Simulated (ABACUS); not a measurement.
A run of ABACUS 3.10.1 is set up as follows.

The input run_abacus.py:

```python
"""ABACUS run from a structure file: ASE reads it, the script writes STRU, KPT and INPUT."""
import re
import subprocess
import spglib
from ase import Atoms
from ase.io import read
from ase.units import Bohr

atoms = read("Si.cif")
cell, frac, numbers = spglib.standardize_cell((atoms.cell[:], atoms.get_scaled_positions(), atoms.numbers), to_primitive=True, symprec=1e-4)
atoms = Atoms(numbers=numbers, cell=cell, scaled_positions=frac, pbc=True)  # the primitive cell
atoms = atoms[(-atoms.numbers).argsort(kind="stable")]  # ABACUS lists atoms element by element
pseudo = {'Si': 'Si_ONCV_PBE-1.2.upf'}
orbital = {'Si': 'Si_confined-atom_7au_2s2p1d.orb'}
magmoms = None
kmesh = [8, 8, 4]
params = {
    'suffix': 'Si',
    'calculation': 'scf',
    'basis_type': 'lcao',
    'pseudo_dir': './',
    'orbital_dir': './',
    'symmetry': 1,
    'dft_functional': 'pz',
    'ecutwfc': 100,
    'pseudo_rcut': 7,
    'nspin': 1,
    'nbands': 12,
    'ks_solver': 'genelpa',
    'smearing_method': 'fd',
    'smearing_sigma': 0.00367493,
    'scf_thr': 1e-07,
    'scf_nmax': 100,
    'mixing_type': 'broyden',
    'mixing_beta': 0.7,
    'cal_force': 1,
    'cal_stress': 1,
    'out_mul': 1,
    'out_chg': 1,
    'out_pot': 2,
    'out_elf': 1,
}

symbols = atoms.get_chemical_symbols()
elements = list(dict.fromkeys(symbols))
lines = ["ATOMIC_SPECIES"] + [f"{e} {atoms.get_masses()[symbols.index(e)]:.4f} {pseudo[e]}" for e in elements]
if orbital:
    lines += ["", "NUMERICAL_ORBITAL"] + [orbital[e] for e in elements]
lines += ["", "LATTICE_CONSTANT", f"{1 / Bohr:.10f}", "", "LATTICE_VECTORS"]
lines += [" ".join(f"{x:.10f}" for x in v) for v in atoms.cell]
lines += ["", "ATOMIC_POSITIONS", "Direct"]
for e in elements:
    lines += ["", e, "0.0", str(symbols.count(e))]
    for i, p in enumerate(atoms.get_scaled_positions(wrap=False)):
        if symbols[i] == e:
            mag = "" if magmoms is None else " mag " + " ".join(str(x) for x in (magmoms[i] if isinstance(magmoms[i], list) else [magmoms[i]]))
            lines.append(" ".join(f"{x:.10f}" for x in p) + " 1 1 1" + mag)
open("STRU", "w").write("\n".join(lines) + "\n")
open("KPT", "w").write("K_POINTS\n0\nGamma\n%d %d %d 0 0 0\n" % tuple(kmesh))
open("INPUT", "w").write("INPUT_PARAMETERS\n" + "".join(f"{k:<20s}{v}\n" for k, v in params.items()))

done = subprocess.run(['mpirun', '-np', '4', 'abacus'])
if done.returncode:
    raise SystemExit(done.returncode)
log = open("OUT.Si/running_scf.log").read()
print("final energy (eV):", re.findall(r"FINAL_ETOT_IS (\S+)", log))
```

Contents of Si.cif:

```cif
data_Si
_cell_length_a 3.83131746
_cell_length_b 3.83131746
_cell_length_c 6.33262200
_cell_angle_alpha 90.00000000
_cell_angle_beta 90.00000000
_cell_angle_gamma 120.00000000
_space_group_name_H-M_alt 'P6_3/mmc'
_space_group_name_Hall '-P 6c 2c'
_space_group_IT_number 194
loop_
_space_group_symop_operation_xyz
'x,y,z'
'-x,-y,-z'
'x-y,x,z+1/2'
'-x+y,-x,-z+1/2'
'-y,x-y,z'
'y,-x+y,-z'
'-x,-y,z+1/2'
'x,y,-z+1/2'
'-x+y,-x,z'
'x-y,x,-z'
'y,-x+y,z+1/2'
'-y,x-y,-z+1/2'
'-y,-x,-z+1/2'
'y,x,z+1/2'
'-x,-x+y,-z'
'x,x-y,z'
'-x+y,y,-z+1/2'
'x-y,-y,z+1/2'
'y,x,-z'
'-y,-x,z'
'x,x-y,-z+1/2'
'-x,-x+y,z+1/2'
'x-y,-y,-z'
'-x+y,y,z'
loop_
_atom_site_label
_atom_site_type_symbol
_atom_site_symmetry_multiplicity
_atom_site_Wyckoff_symbol
_atom_site_fract_x
_atom_site_fract_y
_atom_site_fract_z
_atom_site_occupancy
Si1 Si 4 f 0.6666666667 0.3333333333 0.9369905000 1
```

Potentials or basis: SG15 ONCV 1.2 PBE, DZP LCAO (the cutoffs set its grid).

Launch:

```console
$ OMP_NUM_THREADS=1 python run_abacus.py > log
```

(1) What does it give for the pressure?

(2) Predict the band gap on the k mesh.

(3) Predict the largest force.

Answers

(1) 2.0 GPa.

(2) 0.32 eV, indirect (least direct gap 0.96 eV).

(3) 0.018 eV/Å.

Caveat: the atomic orbitals were generated for these runs and aren't a published set; the potentials were made for another functional, which shifts forces and pressure; the basis of atomic orbitals isn't converged, which shifts pressures, moduli and gaps.
